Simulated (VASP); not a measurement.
MgO:

```
Mg O
1.0
     0.00000    2.09700    2.09700
     2.09700    0.00000    2.09700
     2.09700    2.09700    0.00000
Mg O
1 1
Cartesian
  0.0000 0.0000 0.0000
  2.0970 2.0970 2.0970
```

The cell is a database's computed one.

| Item | Value |
| --- | --- |
| Program | VASP 6.6.1 |
| Task | single point |
| Functional | PBE |
| Potentials or basis | VASP PAW PBE potentials, release 64 (Mg, O) |
| Cutoff | 520 eV |
| k mesh | 11 × 11 × 11 |
| Occupations | fermi-dirac, width 0.05 eV |
| Spin | no spin polarisation |

On this cell: pressure 6.2 GPa; largest force zero by symmetry; band gap on the k mesh 4.85 eV, direct.

The same run follows on a disturbed copy (atoms moved at random, drawn with an rms of 0.05 Å):

```xyz
2
Lattice="0.0000 2.0970 2.0970 2.0970 0.0000 2.0970 2.0970 2.0970 0.0000" Properties=species:S:1:pos:R:3 pbc="T T T"
Mg    0.0098   -0.0677    0.0085
O     2.1051    2.1162    2.0954
```

Question: What does the disturbed cell give?

Answer: The energy moves by +11.5 meV/atom; pressure 7.0 GPa; largest force 0.541 eV/Å; band gap on the k mesh 4.85 eV, direct.

Forces on the atoms (eV/Å):
```
Mg  -0.010  0.538 -0.058
O    0.010 -0.538  0.058
```

Stress tensor (GPa, compression positive):
```
5.98 0.01 0.00
0.01 8.91 0.06
0.00 0.06 6.02
```

